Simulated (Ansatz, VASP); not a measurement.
**LiF: VASP beside Ansatz**

File INCAR:

```
PREC     = Accurate       # precision mode
ENCUT    = 520            # plane-wave cutoff, eV
EDIFF    = 1E-6           # SCF threshold, eV
ISMEAR   = 0              # smearing method
SIGMA    = 0.01           # smearing width, eV
LREAL    = F              # projectors in reciprocal space
LASPH    = T              # aspherical terms in the spheres
NELM     = 80             # most SCF steps
ALGO     = Normal         # electronic algorithm
ISIF     = 2              # what is computed and relaxed
LWAVE    = F              # write WAVECAR
LCHARG   = F              # write CHGCAR
GGA      = PS             # functional
NBANDS   = 12             # bands
```

KPOINTS

```
regular mesh
0
Gamma
  8 8 8
```

File POSCAR:

```
LiF
1.0
    2.5162584438      0.0000000000      0.0000000000
    0.0000000000      2.5162584438      0.0000000000
    0.0000000000      0.0000000000      2.5162584438
Li F
1 1
Direct
    0.0000000000      0.0000000000      0.0000000000
    0.5000000000      0.5000000000      0.5000000000
```

Input for Ansatz:

```yaml
crystal:
  lattice:
    - [2.5162584438, 0.0, 0.0]
    - [0.0, 2.5162584438, 0.0]
    - [0.0, 0.0, 2.5162584438]
  atoms:
    - { symbol: Li, position: [0.0, 0.0, 0.0] }
    - { symbol: F, position: [0.5, 0.5, 0.5] }
kpoints:
  mp_grid: { grid: [8, 8, 8] }
hamiltonian:
  xc: pbesol
scf:
  occupations: { method: fixed }
  n_extra_bands: 4
output:
  forces: true
  stress: true
  eigenvalues: true
```

The cell was built by a generator and needn't be a form met in nature.

Alike in both runs: task single point; functional PBEsol; k mesh 8 × 8 × 8; no spin polarisation.

|  | VASP | Ansatz |
| --- | --- | --- |
| version | VASP 6.6.1 | Ansatz 0.2.0 |
| potentials or method | VASP PAW PBE potentials, release 64 (Li_sv, F) | plane waves, PAW |
| plane-wave cutoff (eV) | 520 | 420 |
| occupations | gaussian, width 0.01 eV | fixed |
| valence electrons in the cell | 10 | 10 |

|  | VASP | Ansatz | Ansatz less VASP |
| --- | --- | --- | --- |
| gap on the k mesh at the Fermi level (eV) | 7.81 | 7.80 | -0.014 |

 A k mesh can miss the band edges.
